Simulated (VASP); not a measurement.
Here is a VASP 6.6.1 calculation.

INCAR

```
PREC = Accurate
ENCUT = 600
EDIFF = 1E-7
ISMEAR = 0
SIGMA = 0.03
LREAL = False
LASPH = True
NELM = 80
ALGO = Normal
ISIF = 3
LWAVE = False
LCHARG = False
METAGGA = R2SCAN
LMIXTAU = True
IBRION = 2
NSW = 90
EDIFFG = -0.005
PSTRESS = 8.5
```

Contents of KPOINTS:

```
Automatic mesh
0
Gamma
  8 8 8
```

POSCAR

```
TePb                                    
1.0
    0.0000000000      3.2468087157      3.2468087157
    3.2468087157     -0.0000000000      3.2468087157
    3.2468087157      3.2468087157     -0.0000000000
  Te              Pb            
     1     1
Direct
     0.5000000000000000    0.5000000000000000    0.5000000000000000
     0.0000000000000000    0.0000000000000000    0.0000000000000000
```

Potentials or basis: VASP PAW PBE potentials, release 64 (Te, Pb_d).

Command:

```console
$ cat potpaw_PBE.64/Te/POTCAR potpaw_PBE.64/Pb_d/POTCAR > POTCAR
$ mpirun -np 1 vasp_std > vasp.out
```

(1) What does it give for the band gap on the k mesh?

Results:

(1) 1.05 eV, direct.

Caveat: the relaxation stopped at its first step, so nothing moved; the cell is relaxed towards a set pressure, so the enthalpy falls and the energy may rise; spin-orbit coupling is left out, which as a rule narrows the gap of such compounds by several tenths of an eV.
